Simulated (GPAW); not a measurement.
# Si (Fd-3m) in GPAW: a series of runs, part 2 of 2

GPAW 26.7.0. Earlier steps stand in the parts before.

**5. Relaxation of cell and atoms, revPBE+D4**

The input, run.py:

```python
from ase.calculators.mixing import SumCalculator
from ase.filters import FrechetCellFilter
from ase.io import read, write
from ase.optimize import BFGS
from dftd4.ase import DFTD4
from gpaw import GPAW, PW

atoms = read('POSCAR')

calc = GPAW(mode=PW(600),
            xc='revPBE',
            kpts={'size': (8, 8, 8), 'gamma': True},
            occupations={'name': 'fermi-dirac', 'width': 0.05},
            nbands=11,
            convergence={'density': 1e-05, 'forces': 0.0001},
            maxiter=150,
            txt='gpaw.txt')
atoms.calc = SumCalculator([calc, DFTD4(method='revpbe')])
opt = BFGS(FrechetCellFilter(atoms), trajectory='relax.traj', logfile='-')
done = opt.run(fmax=0.02, steps=60)
calc.write('gs.gpw')
write('result.traj', atoms)
print('Converged:', done)
print('Cell:', atoms.cell.cellpar().round(4))
print('Volume:', round(atoms.get_volume(), 4))
print(atoms.get_scaled_positions().round(5))
```

The input, POSCAR:

```
Si
1.0
    0.0000000000      2.7218511865      2.7218511865
    2.7218511865      0.0000000000      2.7218511865
    2.7218511865      2.7218511865      0.0000000000
Si
2
Direct
    0.5000000000      0.5000000000      0.5000000000
    0.7500000000      0.7500000000      0.7500000000
```

Potentials or basis: the program's PAW data sets (release 1.2.1) made for this functional, pw.

On the command line:

```sh
> OMP_NUM_THREADS=1 python run.py
```

gpaw.txt:

```text
__  _  _
 | _ |_)|_||  |
 |__||  | ||/\| - 26.7.0

Input parameters:
  mode=PW(ecut=600.0),
  convergence={'density': 1e-05, 'forces': 0.0001},
  kpts=MonkhorstPack(size=(8, 8, 8), gamma=True),
  maxiter=150,
  nbands=11,
  occupations=Occupations(name='fermi-dirac', width=0.05),
  xc=XC(name='revPBE')

Diagonalizing LCAO Hamiltonian
Converting LCAO to pw mode

           Si

       Si

Atoms  # Å, Bohr magnetons
|   | symbol |        x |        y |        z |    initial magnetic moments |
|---|--------|----------|----------|----------|-----------------------------|
| 0 |     Si | 2.721851 | 2.721851 | 2.721851 | ( 0.0000,  0.0000,  0.0000) |
| 1 |     Si | 4.082777 | 4.082777 | 4.082777 | ( 0.0000,  0.0000,  0.0000) |

Unit cell  # Å
| periodic |        x |        y |        z |  lengths |    angles |
|----------|----------|----------|----------|----------|-----------|
|      yes | 0.000000 | 2.721851 | 2.721851 | 3.849279 | 60.000000 |
|      yes | 2.721851 | 0.000000 | 2.721851 | 3.849279 | 60.000000 |
|      yes | 2.721851 | 2.721851 | 0.000000 | 3.849279 | 60.000000 |

Number of symmetries: 24
Symmetry operations  # r_c * U_cc + t_c -> r_c
|    | kind |            matrix            |
|----|------|------------------------------|
|  0 |  E   |  1, 0, 0,  0, 1, 0,  0, 0, 1 |
|  1 |  σ   |  1, 0, 0,  0, 0, 1,  0, 1, 0 |
|  2 |  σ   |  1, 0,-1,  0, 1,-1,  0, 0,-1 |
|  3 |  C3  |  1, 0,-1,  0, 0,-1,  0, 1,-1 |
|  4 |  C3  |  1,-1, 0,  0,-1, 1,  0,-1, 0 |
|  5 |  σ   |  1,-1, 0,  0,-1, 0,  0,-1, 1 |
|  6 |  σ   |  0, 1, 0,  1, 0, 0,  0, 0, 1 |
|  7 |  C3  |  0, 1, 0,  0, 0, 1,  1, 0, 0 |
|  8 |  C2  |  0, 1,-1,  1, 0,-1,  0, 0,-1 |
[... 124 lines left out ...]
SCF iterations
|iter     | |      energy | eigst |  dens |force |
|---------|-|-------------|-------|-------|------|
|iter:   1| |  -10.337179 | -0.09 |       |      |
|iter:   2| |  -10.330761 | -2.54 | -0.81 |      |
|iter:   3| |  -10.268035 | -2.26 | -0.84 |      |
|iter:   4| |  -10.268773 | -3.15 | -1.45 |      |
|iter:   5| |  -10.268907c| -5.04 | -2.37 |      |
|iter:   6| |  -10.268914c| -6.67 | -3.29 |      |
|iter:   7| |  -10.268915c| -7.57c| -3.74 |      |
|iter:   8| |  -10.268915c| -8.18c| -4.86 |      |
|iter:   9| |  -10.268915c| -8.43c| -5.34c|      |
|iter:  10| |  -10.268915c| -9.79c| -6.40c|-16.14c|

Converged in 10 steps
Energy contributions relative to reference atoms: (reference = -15777.658606)

Energy contributions:
  Kinetic:          15.157629
[... 224 lines left out ...]
  Xc:              -12.137206
  Entropy:          -0.000020
  Spinorbit:         0.000000
  ----------------------------
  Free energy:     -10.264366
  Extrapolated:    -10.264356
[... 26 lines left out ...]
Stress tensor  # eV/Ang^3
|         x |         y |         z |
|-----------|-----------|-----------|
| -0.021103 |  0.000000 |  0.000000 |
|  0.000000 | -0.021103 | -0.000000 |
|  0.000000 | -0.000000 | -0.021103 |

Forces  # eV/Ang
|       x |       y |       z |
|---------|---------|---------|
| 0.00000 | 0.00000 | 0.00000 |  # Si   0
| 0.00000 | 0.00000 | 0.00000 |  # Si   1

Interpolating wave functions to new cell

           Si

       Si

Atoms  # Å, Bohr magnetons
|   | symbol |        x |        y |        z |    initial magnetic moments |
|---|--------|----------|----------|----------|-----------------------------|
| 0 |     Si | 2.699709 | 2.699709 | 2.699709 | ( 0.0000,  0.0000,  0.0000) |
| 1 |     Si | 4.049564 | 4.049564 | 4.049564 | ( 0.0000,  0.0000,  0.0000) |

Unit cell  # Å
| periodic |         x |        y |        z |  lengths |    angles |
|----------|-----------|----------|----------|----------|-----------|
|      yes | -0.000000 | 2.699709 | 2.699709 | 3.817965 | 60.000000 |
|      yes |  2.699709 | 0.000000 | 2.699709 | 3.817965 | 60.000000 |
|      yes |  2.699709 | 2.699709 | 0.000000 | 3.817965 | 60.000000 |

Number of symmetries: 24
Symmetry operations  # r_c * U_cc + t_c -> r_c
|    | kind |            matrix            |
|----|------|------------------------------|
|  0 |  E   |  1, 0, 0,  0, 1, 0,  0, 0, 1 |
|  1 |  σ   |  1, 0, 0,  0, 0, 1,  0, 1, 0 |
|  2 |  σ   |  1, 0,-1,  0, 1,-1,  0, 0,-1 |
|  3 |  C3  |  1, 0,-1,  0, 0,-1,  0, 1,-1 |
|  4 |  C3  |  1,-1, 0,  0,-1, 1,  0,-1, 0 |
|  5 |  σ   |  1,-1, 0,  0,-1, 0,  0,-1, 1 |
|  6 |  σ   |  0, 1, 0,  1, 0, 0,  0, 0, 1 |
|  7 |  C3  |  0, 1, 0,  0, 0, 1,  1, 0, 0 |
|  8 |  C2  |  0, 1,-1,  1, 0,-1,  0, 0,-1 |
[... 124 lines left out ...]
SCF iterations
|iter     | |      energy | eigst |  dens |force |
|---------|-|-------------|-------|-------|------|
|iter:   1| |  -10.246305 | -2.52 |       |      |
|iter:   2| |  -10.246068 | -5.43 | -1.99 |      |
|iter:   3| |  -10.244387c| -4.30 | -2.02 |      |
|iter:   4| |  -10.244300c| -5.18 | -2.70 |      |
|iter:   5| |  -10.244300c| -6.33 | -3.40 |      |
|iter:   6| |  -10.244300c| -7.60c| -4.49 |      |
|iter:   7| |  -10.244300c| -8.17c| -4.95 |      |
|iter:   8| |  -10.244300c| -9.61c| -5.82c|      |
|iter:   9| |  -10.244300c|-10.57c| -6.27c|-16.06c|

Converged in 9 steps
Energy contributions relative to reference atoms: (reference = -15777.658606)

Energy contributions:
  Kinetic:          17.551178
  Coulomb:         -15.276014
  Zero:             -0.027961
  External:          0.000000
  Xc:              -12.491490
  Entropy:          -0.000027
  Spinorbit:         0.000000
  ----------------------------
  Free energy:     -10.244313
  Extrapolated:    -10.244300
[... 26 lines left out ...]
Stress tensor  # eV/Ang^3
|         x |         y |         z |
|-----------|-----------|-----------|
| -0.033212 | -0.000000 | -0.000000 |
| -0.000000 | -0.033212 |  0.000000 |
| -0.000000 |  0.000000 | -0.033212 |

Forces  # eV/Ang
|        x |        y |        z |
|----------|----------|----------|
|  0.00000 |  0.00000 |  0.00000 |  # Si   0
| -0.00000 | -0.00000 | -0.00000 |  # Si   1

# Writing to gs.gpw (mode='')
```

stdout:

```text
Step          Energy          fmax
BFGS:    0      -11.435381        0.273947
BFGS:    1      -11.438205        0.208320
BFGS:    2      -11.441960        0.007675
Converged: True
Cell: [ 3.818  3.818  3.818 60.    60.    60.   ]
Volume: 39.3533
[[0.5  0.5  0.5 ]
 [0.75 0.75 0.75]]
```

It took 22 s on 1 thread of Arm Neoverse V2, shared host; peak memory 0.16 GiB.

Results:

| Property | Result |
| --- | --- |
| Free energy | -11.4420 eV |
| Relaxed volume | 19.68 Å³/atom |
| Relaxed cell | a = 3.818 Å, b = 3.818 Å, c = 3.818 Å, α = 60.00°, β = 60.00°, γ = 60.00° |
| Space group after relaxing (to 0.05 Å) | Fd-3m (No. 227) |
| Energy gained by relaxing | 3.3 meV/atom |
| Ionic steps | 3 |
| Pressure after relaxing | 0.1 GPa |
| Band gap on the k mesh | 0.62 eV, indirect (least direct gap 2.57 eV) |
| Dispersion energy per atom | -0.599 eV |

Step by step:
| step | energy change (eV) | largest force (eV/Å) | pressure (GPa) | volume (Å³) |
| --- | --- | --- | --- | --- |
| 1 | 0.0000 | 0.0000 | -2.18 | 40.33 |
| 2 | -0.0028 | 0.0000 | -1.66 | 40.09 |
| 3 | -0.0066 | 0.0000 | 0.06 | 39.35 |

Final structure:
```xyz
2
Lattice="0.0000 2.6997 2.6997 2.6997 0.0000 2.6997 2.6997 2.6997 0.0000" Properties=species:S:1:pos:R:3 pbc="T T T"
Si    2.6997    2.6997    2.6997
Si    4.0496    4.0496    4.0496
```

Caveat: later steps reuse the first step's grids.

**6. Overview**

```tsv
task	level	potentials or basis	cell	gap on the mesh (eV)	pressure (GPa)	relaxed volume (Å³/atom)
relaxation of the atoms	PBE	GPAW PAW data sets (gpaw-data 1.2.1), pw	atoms relaxed from: strain = -0.01	0.50	-	-
relaxation of cell and atoms	revPBE+D3(BJ)	the program's PAW data sets (release 1.2.1) made for this functional, pw	relaxed	0.62	0.1	19.67
relaxation of cell and atoms	revPBE+D4	the program's PAW data sets (release 1.2.1) made for this functional, pw	relaxed	0.62	0.1	19.68
```

Alike in all rows: no spin polarisation; k mesh 8 × 8 × 8; cutoff (eV) 600; smearing fermi-dirac 0.05 eV.

Caveats: later steps reuse the first step's grids; the density grid can change from cell to cell, which puts small steps into energies and stress (some runs); the relaxation stopped at its first step, so nothing moved (some runs).

Absolute energies hang on the potentials; compare differences alone.
